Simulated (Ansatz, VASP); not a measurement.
# BC214 in two plane-wave programs

One calculation is typed for both programs; each brings its own data sets. How far apart do they land? The cell is taken from a series of runs on this material, whose earlier steps may have relaxed, scaled, displaced or heated it; both programs get it as it stands.

Program: Ansatz 0.2.0. Level of theory: plane waves, with VASP 6.6.1 beside it; single point at LDA. Results are calculated unless marked as measured.

## 1. The structure

The cell holds 215 atoms: 214 C and 1 B. Its edges and angles: a = 10.595 Å, b = 10.595 Å, c = 10.595 Å, α = 90.0°, β = 90.0°, γ = 90.0°. It derives from C (C (Fd-3m)). Nearest the centre at fractional (0.375, 0.375, 0.375): B215 at 0.84 Å, C78 at 1.94 Å, C16 at 1.95 Å, C31 at 1.95 Å, C105 at 1.98 Å, C106 at 2.03 Å, C107 at 2.03 Å, C39 at 2.58 Å.

## 2. Ansatz: single point, LDA

Ansatz runs on its default PAW (the set named soft_2) files.

A single point gives forces, pressure and levels at one fixed geometry, so differences don't come from the geometry; what else differs is listed under the comparison.

File input.yaml:

```yaml
crystal:
  lattice:
    - [10.5951881, 0.0, 0.0]
    - [0.0, 10.5951881, 0.0]
    - [0.0, 0.0, 10.5951881]
  atoms:
    - { symbol: C, position: [-0.0001508473, 0.00040911217, 6.078246e-05] }
    - { symbol: C, position: [-5.719114e-05, 0.167238055, 0.16689059792] }
    - { symbol: C, position: [0.16657006741, 0.00060504449, 0.16676776796] }
    - { symbol: C, position: [0.16657307546, 0.16711600377, 0.00025656236] }
    - { symbol: C, position: [0.08321664748, 0.08384598615, 0.08349658421] }
    - { symbol: C, position: [0.08358934363, 0.25065525389, 0.25030813179] }
    - { symbol: C, position: [0.2501021406, 0.0840189837, 0.25032331269] }
    - { symbol: C, position: [0.2501039615, 0.25067027774, 0.08367126893] }
    - { symbol: C, position: [-0.00032002128, 0.00029874509, 0.33334733587] }
    - { symbol: C, position: [-0.00038391727, 0.16692072938, 0.5001217666] }
    - { symbol: C, position: [0.16641556676, 1.737681e-05, 0.50016203149] }
    - { symbol: C, position: [0.16647183215, 0.16684274488, 0.3339252226] }
    - { symbol: C, position: [0.08293482349, 0.0833933433, 0.41686007187] }
    - { symbol: C, position: [0.0825238489, 0.2502451118, 0.58402736073] }
    - { symbol: C, position: [0.24982821017, 0.08260143204, 0.58422219252] }
    - { symbol: C, position: [0.24931597067, 0.24910539721, 0.42098337576] }
    - { symbol: C, position: [-0.00022513311, 0.00013472797, 0.66669919862] }
    - { symbol: C, position: [-0.00020580868, 0.16687039046, 0.83347420191] }
    - { symbol: C, position: [0.1663988872, 0.00019828951, 0.8334248821] }
    - { symbol: C, position: [0.16634147872, 0.16664011514, 0.666926398] }
    - { symbol: C, position: [0.08304420132, 0.08341055155, 0.75015499168] }
    - { symbol: C, position: [0.08311122917, 0.25027394377, 0.91678635655] }
    - { symbol: C, position: [0.24975196593, 0.0835798215, 0.91682836344] }
    - { symbol: C, position: [0.24969134532, 0.24993488188, 0.75021820371] }
    - { symbol: C, position: [-0.00031860492, 0.33369425541, -4.66249e-05] }
    - { symbol: C, position: [-0.00038518834, 0.50046707277, 0.16657540621] }
    - { symbol: C, position: [0.16647337589, 0.33427014574, 0.16649899028] }
    - { symbol: C, position: [0.16641699921, 0.50050432277, -0.00032594683] }
    - { symbol: C, position: [0.08293620781, 0.41720473911, 0.08304902517] }
    - { symbol: C, position: [0.08252021682, 0.58437099542, 0.24989903036] }
    - { symbol: C, position: [0.24931596505, 0.42132930189, 0.2487647359] }
    - { symbol: C, position: [0.24982833758, 0.58456567404, 0.0822584961] }
    - { symbol: C, position: [-0.00016649639, 0.33369617797, 0.33335104347] }
    - { symbol: C, position: [-0.00028013718, 0.50001240524, 0.49966810421] }
    - { symbol: C, position: [0.16566096528, 0.33284842617, 0.50074134437] }
    - { symbol: C, position: [0.16565858352, 0.50108903121, 0.33250277433] }
    - { symbol: C, position: [0.08335292696, 0.41685862291, 0.41651578547] }
    - { symbol: C, position: [0.08357591107, 0.58313378902, 0.58278390939] }
    - { symbol: C, position: [0.25209585642, 0.4148431059, 0.58113470168] }
    - { symbol: C, position: [0.25207889035, 0.58150340132, 0.41449870316] }
    - { symbol: C, position: [-0.00057147605, 0.33340791587, 0.66681075888] }
    - { symbol: C, position: [-0.00014148151, 0.50042872411, 0.83291014295] }
    - { symbol: C, position: [0.16650484757, 0.33346637756, 0.83338388172] }
    - { symbol: C, position: [0.16673384551, 0.5008514324, 0.66651107184] }
    - { symbol: C, position: [0.08350730097, 0.41640827588, 0.74950305084] }
    - { symbol: C, position: [0.08308038693, 0.58359520816, 0.91626144908] }
    - { symbol: C, position: [0.24975783414, 0.41694084055, 0.91655849791] }
    - { symbol: C, position: [0.25003999302, 0.58326259658, 0.74950709455] }
    - { symbol: C, position: [-0.0002258523, 0.66704689989, -0.00021127706] }
    - { symbol: C, position: [-0.00020822887, 0.83382280014, 0.1665250576] }
    - { symbol: C, position: [0.16634000699, 0.66727044966, 0.16629469392] }
    - { symbol: C, position: [0.16639876882, 0.83377329037, -0.00015088572] }
    - { symbol: C, position: [0.0830421744, 0.75050069079, 0.08306476258] }
    - { symbol: C, position: [0.08310918689, 0.91713569067, 0.24992757382] }
    - { symbol: C, position: [0.24968977507, 0.75056895782, 0.24958659414] }
    - { symbol: C, position: [0.24975054405, 0.91717633246, 0.08323168214] }
    - { symbol: C, position: [-0.00057581724, 0.66715633642, 0.33306401824] }
    - { symbol: C, position: [-0.00014477677, 0.83325970708, 0.50007955515] }
    - { symbol: C, position: [0.1667225425, 0.66687099513, 0.50050213961] }
    - { symbol: C, position: [0.16650019392, 0.83373380095, 0.33311969441] }
    - { symbol: C, position: [0.08350052153, 0.74985332267, 0.41606104013] }
    - { symbol: C, position: [0.08307942955, 0.91660675444, 0.58324877807] }
    - { symbol: C, position: [0.25003686511, 0.74985649347, 0.58291744697] }
[... 36 lines left out ...]
    - { symbol: C, position: [0.50053554744, 0.33363190446, 0.16583825528] }
    - { symbol: C, position: [0.49975673036, 0.50032800375, -0.00029971156] }
    - { symbol: C, position: [0.41638833895, 0.41719990361, 0.08311152965] }
    - { symbol: C, position: [0.41625891205, 0.58474695691, 0.24848485615] }
    - { symbol: C, position: [0.58096647967, 0.41666589748, 0.25070827521] }
    - { symbol: C, position: [0.5830207974, 0.5839614032, 0.0828050631] }
    - { symbol: B, position: [0.32846495343, 0.32996875687, 0.329634822] }
    - { symbol: C, position: [0.3300236608, 0.50354281642, 0.5031599175] }
    - { symbol: C, position: [0.5030428688, 0.32589339817, 0.50856657749] }
    - { symbol: C, position: [0.50303149202, 0.50893897843, 0.32556547933] }
    - { symbol: C, position: [0.41755384003, 0.5811575375, 0.58080593384] }
    - { symbol: C, position: [0.58124766614, 0.41603840142, 0.58245315184] }
    - { symbol: C, position: [0.58124069411, 0.58279739516, 0.41570670718] }
    - { symbol: C, position: [0.33347081885, 0.33284121434, 0.66730580708] }
    - { symbol: C, position: [0.33317977208, 0.50007395717, 0.83329728595] }
    - { symbol: C, position: [0.49983821461, 0.33337437869, 0.83355582279] }
    - { symbol: C, position: [0.49962939696, 0.4994254209, 0.66670972047] }
    - { symbol: C, position: [0.41641254721, 0.41656222951, 0.74998567361] }
    - { symbol: C, position: [0.41644115462, 0.58368632972, 0.91628792015] }
    - { symbol: C, position: [0.58318712016, 0.41691594654, 0.91649404057] }
    - { symbol: C, position: [0.58298369577, 0.5832977979, 0.74955816707] }
    - { symbol: C, position: [0.33302249538, 0.66746883619, -0.00076399388] }
    - { symbol: C, position: [0.33312686658, 0.83399282146, 0.16633967152] }
    - { symbol: C, position: [0.50012269116, 0.66881959679, 0.1648411267] }
    - { symbol: C, position: [0.49995760193, 0.83392921321, -0.00052781366] }
    - { symbol: C, position: [0.41635024639, 0.75108940715, 0.08240614574] }
    - { symbol: C, position: [0.41646873029, 0.91710643017, 0.24983509737] }
    - { symbol: C, position: [0.58315826677, 0.75076260525, 0.24942369686] }
    - { symbol: C, position: [0.58327314527, 0.91705584917, 0.08306339714] }
    - { symbol: C, position: [0.33346505692, 0.66766343243, 0.33249418487] }
    - { symbol: C, position: [0.33318058232, 0.83364347744, 0.49972926938] }
    - { symbol: C, position: [0.49963172394, 0.66706518926, 0.49908447005] }
    - { symbol: C, position: [0.49984075711, 0.83390231307, 0.33302882887] }
    - { symbol: C, position: [0.41641405925, 0.75033263627, 0.41621811842] }
    - { symbol: C, position: [0.41644338257, 0.91663301924, 0.58334242559] }
    - { symbol: C, position: [0.58298744647, 0.74990893968, 0.58295424091] }
    - { symbol: C, position: [0.58319003324, 0.91683935002, 0.41657112907] }
    - { symbol: C, position: [0.33245824502, 0.66688198934, 0.66653200405] }
    - { symbol: C, position: [0.3329409017, 0.83338338994, 0.83303365641] }
    - { symbol: C, position: [0.49984278226, 0.66669358872, 0.83296375515] }
    - { symbol: C, position: [0.49984467083, 0.83331236975, 0.66634940847] }
    - { symbol: C, position: [0.41678032949, 0.74972043925, 0.74937182595] }
    - { symbol: C, position: [0.41656056228, 0.91675291556, 0.91640676869] }
    - { symbol: C, position: [0.58317596615, 0.7502578721, 0.91625693637] }
    - { symbol: C, position: [0.58317671679, 0.91660335894, 0.74991309079] }
    - { symbol: C, position: [0.66661204162, 0.00038346276, 3.469285e-05] }
    - { symbol: C, position: [0.66643440012, 0.16709299021, 0.16674548828] }
    - { symbol: C, position: [0.83324113521, 0.00050363725, 0.16665388242] }
    - { symbol: C, position: [0.83324174111, 0.166999698, 0.00015609843] }
    - { symbol: C, position: [0.7499565654, 0.08369605904, 0.08334874603] }
    - { symbol: C, position: [0.74920438162, 0.25057309143, 0.2502254939] }
    - { symbol: C, position: [0.9164518268, 0.08383289288, 0.2500536652] }
    - { symbol: C, position: [0.91644976662, 0.25040149971, 0.08348560369] }
    - { symbol: C, position: [0.66678886528, 2.865321e-05, 0.33327296998] }
    - { symbol: C, position: [0.66646023212, 0.16652290825, 0.50081585566] }
    - { symbol: C, position: [0.83313370191, 0.00013399318, 0.50017946129] }
    - { symbol: C, position: [0.83285996023, 0.16718490228, 0.33343274389] }
    - { symbol: C, position: [0.74971396272, 0.08354537852, 0.41649327096] }
    - { symbol: C, position: [0.74962950773, 0.25012911072, 0.58338719137] }
    - { symbol: C, position: [0.91641011125, 0.08346134029, 0.58335308102] }
    - { symbol: C, position: [0.91632638065, 0.25033705263, 0.41668237801] }
    - { symbol: C, position: [0.66660640687, -0.00015518855, 0.66679252264] }
    - { symbol: C, position: [0.66671320057, 0.16666306942, 0.83369378345] }
    - { symbol: C, position: [0.83321301809, 0.00018734849, 0.83337474832] }
    - { symbol: C, position: [0.83318883178, 0.16673000606, 0.66683321153] }
    - { symbol: C, position: [0.74982977281, 0.08342770814, 0.74999444213] }
    - { symbol: C, position: [0.75007830621, 0.25021328351, 0.91661817703] }
    - { symbol: C, position: [0.91651690519, 0.08357853777, 0.91672336269] }
    - { symbol: C, position: [0.91635976216, 0.25018719446, 0.7501608293] }
    - { symbol: C, position: [0.66678500224, 0.33362040706, -0.00031299216] }
    - { symbol: C, position: [0.66644935678, 0.50116715895, 0.16619126925] }
    - { symbol: C, position: [0.83285714365, 0.33377964626, 0.16683848856] }
    - { symbol: C, position: [0.83312751662, 0.50052720312, -0.00020882969] }
    - { symbol: C, position: [0.74970428397, 0.4168386584, 0.08320948667] }
    - { symbol: C, position: [0.74962442461, 0.5837316876, 0.2497883853] }
    - { symbol: C, position: [0.91632527367, 0.41702795453, 0.24999135882] }
    - { symbol: C, position: [0.91640806948, 0.58369779035, 0.08311746649] }
    - { symbol: C, position: [0.6651269459, 0.33418797334, 0.33384709905] }
    - { symbol: C, position: [0.66509273809, 0.49938798019, 0.49904482265] }
    - { symbol: C, position: [0.83279743745, 0.33354899295, 0.49985987034] }
    - { symbol: C, position: [0.8327961612, 0.50020405809, 0.33320593077] }
    - { symbol: C, position: [0.74903137385, 0.41685920301, 0.41651237507] }
    - { symbol: C, position: [0.74893557249, 0.58309993656, 0.58275339123] }
    - { symbol: C, position: [0.91624363191, 0.41680895442, 0.58317002361] }
    - { symbol: C, position: [0.91624172706, 0.5835158203, 0.41646352683] }
    - { symbol: C, position: [0.6667920661, 0.33280622071, 0.66748785727] }
    - { symbol: C, position: [0.66639731177, 0.5001387416, 0.83310318047] }
    - { symbol: C, position: [0.833193711, 0.33343677684, 0.83334433524] }
    - { symbol: C, position: [0.83273677298, 0.50003956665, 0.66620916923] }
    - { symbol: C, position: [0.74970895107, 0.41683283068, 0.74994846518] }
    - { symbol: C, position: [0.74979238813, 0.58357757951, 0.9163241013] }
    - { symbol: C, position: [0.9165048167, 0.41683217212, 0.9164010667] }
    - { symbol: C, position: [0.91636306747, 0.58337253644, 0.74951851725] }
    - { symbol: C, position: [0.66660248104, 0.66713874619, -0.00049869359] }
    - { symbol: C, position: [0.66671323407, 0.83403983878, 0.16631482192] }
    - { symbol: C, position: [0.83318551357, 0.66717867706, 0.16638719085] }
    - { symbol: C, position: [0.83321240316, 0.83372345818, -0.00015865611] }
    - { symbol: C, position: [0.74982854074, 0.75033903502, 0.08308356395] }
    - { symbol: C, position: [0.75007878189, 0.91696117231, 0.24986743339] }
    - { symbol: C, position: [0.91635594989, 0.75050643786, 0.24984395641] }
    - { symbol: C, position: [0.91651668806, 0.91707186512, 0.08323316045] }
    - { symbol: C, position: [0.66679264389, 0.66783620629, 0.33245939498] }
    - { symbol: C, position: [0.66640047283, 0.83345272747, 0.49979387755] }
    - { symbol: C, position: [0.83273697654, 0.66655634154, 0.49969365557] }
    - { symbol: C, position: [0.83319174262, 0.83368899682, 0.33309166201] }
    - { symbol: C, position: [0.74970669834, 0.75029329852, 0.4164889435] }
    - { symbol: C, position: [0.74979731047, 0.91666983536, 0.58323209247] }
    - { symbol: C, position: [0.91636283319, 0.74986782769, 0.58302552225] }
    - { symbol: C, position: [0.91650387949, 0.91674549087, 0.41648645479] }
    - { symbol: C, position: [0.66621257069, 0.6665760869, 0.66622971625] }
    - { symbol: C, position: [0.66656125515, 0.83345152144, 0.83310443098] }
    - { symbol: C, position: [0.83311875677, 0.66686799964, 0.83300074444] }
    - { symbol: C, position: [0.83311938535, 0.83334759402, 0.66651857543] }
    - { symbol: C, position: [0.74975551473, 0.75000724288, 0.74966013733] }
    - { symbol: C, position: [0.7498720689, 0.91687489366, 0.91652882065] }
    - { symbol: C, position: [0.91645608863, 0.75019487392, 0.91640059476] }
    - { symbol: C, position: [0.91645552449, 0.91674648878, 0.74984725641] }
  host:
    repeats: [3, 3, 3]
    atoms:
      - { symbol: C, position: [0.0, 0.0, 0.0] }
      - { symbol: C, position: [0.0, 0.5, 0.5] }
      # ... 6 more atoms of the perfect host
basis:
  ecutwfc: 420
  xc_grid: 2
hamiltonian:
  xc: lda
kpoints:
  mp_grid: { grid: [1, 1, 1] }
magnetization:
  spin_polarized: true
  initial_magnetization: 1
  spin_locking: { lock_magnetization: hard }
scf:
  occupations: { method: fermi_dirac, width: 0.01 }
  max_iter: 60
output:
  forces: true
  charged_corrections:
    epsilon: 5.84
    static_epsilon: 5.84
    defect_position: [0.375, 0.375, 0.375]
checkpoint:
  read: "../q0_M1.relax_smeared.run"
  write: "../cc0.q0_M1.l1.6.run"
  compress: false
  write_wavefunctions: false
  write_every: 100000
```

Started as:

```sh
> ansatz run input.yaml --threads 12 --pin off --max-ram 56524MiB --backend cuda --events-out ev --progress --plain --runs-dir out
```

Output:

```text
Warning: checkpoint.read: the run can stay near the saved state's solution: 215 site(s) moved relative to the saved geometry (max |Δs| = 2.847e-3 fractional); the SCF starts from the saved state under [...]
Engine: ansatz 0.2.0, aarch64-unknown-linux-gnu
[...]
Pseudopotential: C, paw, valence charge 4, recommended cutoff 420 eV (normal), C.paw.azcp
Pseudopotential: B, paw, valence charge 3, recommended cutoff 420 eV (normal), B.paw.azcp
Functional definition: SPW92
[...]
Crystal: 215 atoms, lattice volume = 1189.395 Å³
Basis set: ecut = 420 eV, 23127 PW (Γ), exchange–correlation on 144×144×144 points (8 copies of the dense FFT grid, shifted against one another)
Bands: 645, of which v1, the nominal top of the filled ones, is band 430 counted from 1 (429 counted from 0)
[...]
preconditioner: auto → Resta (q_TF=auto, 2.584 Å⁻¹)  ε∞=4.4  [insulator: Δε(μ)=0.166 eV  Ē_g=17.104 eV  σ=0.010 eV  W_gap=1.00  n_scr=340 (ndim 8)  ℏωp=31.6 eV  f_vac=0.000  D(μ)=0.05/eV (n_scr^D=0)   [...]
spin=Collinear: Resta preconditioning applied to the charge; magnetization (m = ρ↑ − ρ↓) channel mixes plain (no charge-response kernel on spin).
SCF iter   2: F=—  HF=-52142.989935 eV  |F-HF|=—  |Δ(HF+E_count)|=   7.82e-3  Δρ=9.55e-4 (↑9.55e-4 ↓9.33e-4)  dr2=2.19e-2  dr2_m=4.37e-4  M=1.000 μB ∫|m|=1.248 μB  β_m=0.62  ethr=5.53e-6  ⟨swp⟩=2.0  H [...]
SCF iter   3: F=—  HF=-52142.980464 eV  |F-HF|=—  |Δ(HF+E_count)|=   9.47e-3  Δρ=1.27e-4 (↑1.27e-4 ↓1.02e-4)  dr2=4.96e-4  dr2_m=2.44e-5  M=1.000 μB ∫|m|=1.252 μB  β_m=0.61  ethr=2.55e-6  ⟨swp⟩=3.0  H [...]
SCF iter   4: F=—  HF=-52142.982611 eV  |F-HF|=—  |Δ(HF+E_count)|=   2.15e-3  Δρ=1.67e-4 (↑1.67e-4 ↓3.73e-5)  dr2=7.32e-4  dr2_m=5.67e-5  M=1.000 μB ∫|m|=1.252 μB  β_m=0.61  ethr=5.77e-8  ⟨swp⟩=2.0  H [...]
[...]
SCF 1 converged in 9 iterations: F = -52142.983302 eV  dr2 = 4.65e-10
[...]
SCF converged after 9 iterations
[...]
```

(Part 1 of 2 ends here.)

[Lines on the potential files, build, host, timing and source positions are cut from VASP's logs without a mark.]

[Logs are printed without paths, hosts, clocks, repeated set-up lines and the standing remarks that a program may print on its own settings, such as how far it seeks lower states.]

[Hosts, paths, dates, database ids (printed as entryN), source tags and the programs' standing remarks are cut or masked in the printed files.]
